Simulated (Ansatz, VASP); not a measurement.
# NaI: VASP beside Ansatz

Contents of POSCAR:

```
NaI
1.0
    0.0000000000      3.1703324822      3.1703324822
    3.1703324822      0.0000000000      3.1703324822
    3.1703324822      3.1703324822      0.0000000000
I Na
1 1
Direct
    0.5000000000      0.5000000000      0.5000000000
    0.0000000000      0.0000000000      0.0000000000
```

The input INCAR.step1:

```
ALGO = Normal
EDIFF = 1E-4
ENCUT = 520
GGA = PE
ISMEAR = -1
LASPH = T
LCHARG = F
LREAL = F
LWAVE = T
NBANDS = 14
NELM = 100
PREC = Accurate
SIGMA = 0.05
```

File INCAR.step2:

```
ALGO = Normal
EDIFF = 1E-6
ENCUT = 520
ISIF = 2
ISMEAR = -1
ISTART = 1
LASPH = T
LCHARG = F
LMIXTAU = T
LREAL = F
LWAVE = F
METAGGA = R2SCAN
NBANDS = 14
NELM = 100
PREC = Accurate
SIGMA = 0.05
```

File KPOINTS:

```
k-points
0
Gamma
  7 7 7
```

File input.yaml:

```yaml
crystal:
  lattice:
    - [0.0, 3.1703324822, 3.1703324822]
    - [3.1703324822, 0.0, 3.1703324822]
    - [3.1703324822, 3.1703324822, 0.0]
  atoms:
    - { symbol: I, position: [0.5, 0.5, 0.5] }
    - { symbol: Na, position: [0.0, 0.0, 0.0] }
hamiltonian:
  xc: r2scan
  pseudopotentials: { kind: paw }
kpoints:
  mp_grid: { grid: [7, 7, 7] }
scf:
  occupations: { method: fermi_dirac, width: 0.05 }
output:
  forces: true
  stress: true
  eigenvalues: true
```

Alike in both runs: task single point; functional r2SCAN; k mesh 7 × 7 × 7; occupations fermi-dirac, width 0.05 eV; no spin polarisation.

|  | VASP | Ansatz |
| --- | --- | --- |
| version | VASP 6.6.1 | Ansatz 0.2.0 |
| potentials or method | VASP PAW PBE potentials, release 64 (I, Na_pv) | Ansatz PAW |
| plane-wave cutoff (eV) | 520 | 500 |
| valence electrons in the cell | 14 | 26 |

Ansatz gave:

| Item | Value |
| --- | --- |
| gap on the k mesh at the Fermi level (eV) | 4.63 |
| least direct gap on the mesh (eV) | 4.63 |
| pressure (GPa) | 1.1 |

**Question.** Estimate VASP's values.

**Answer.** gap on the k mesh at the Fermi level (eV): 4.64; least direct gap on the mesh (eV): 4.64; pressure (GPa): 1.0.

The two sets of potentials don't hold the same shells in valence.

Caveats: spin-orbit coupling is left out, which moves the levels of the heavy elements; the PAW data sets were made with another functional, which shifts forces and pressure a little (VASP); odd divisions of the mesh miss points on the zone boundary, where band edges often lie, so the gap on the mesh can be too wide (Ansatz); the PAW data sets come from PBE, with cores solved anew for the run's functional, which leaves a small shift of forces and pressure (Ansatz). r2SCAN opens gaps a little over a GGA but as a rule still falls short of measured ones.
